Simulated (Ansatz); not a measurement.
Rock-salt LiI, treated with PBEsol in Ansatz (PAW).

A relaxed, unreconstructed slab of the (100) face has 12 atoms, two equal faces of 17.415 Å² each and an energy of -45826.0906 eV. A bulk cell of 4 atoms with the same orientation and in-plane k mesh has -15275.4504 eV. Energies are extrapolated to zero smearing.

Numerical settings: plane-wave cutoff 500 eV, 8×8×1 k mesh (along the axes of the cell as run), gaussian smearing 0.02 eV, scalar-relativistic PAW data made under PBE.

Worked out: γ = (E_slab − N E_bulk per atom)/2A = [-45826.0906 − 12 × (-15275.4504/4)]/(2 × 17.415) = 0.0075 eV/Å². With 16.022 J/m² per eV/Å² this is 0.12 J/m², or 0.13 eV per surface cell and face.

Ansatz is a first-principles code.
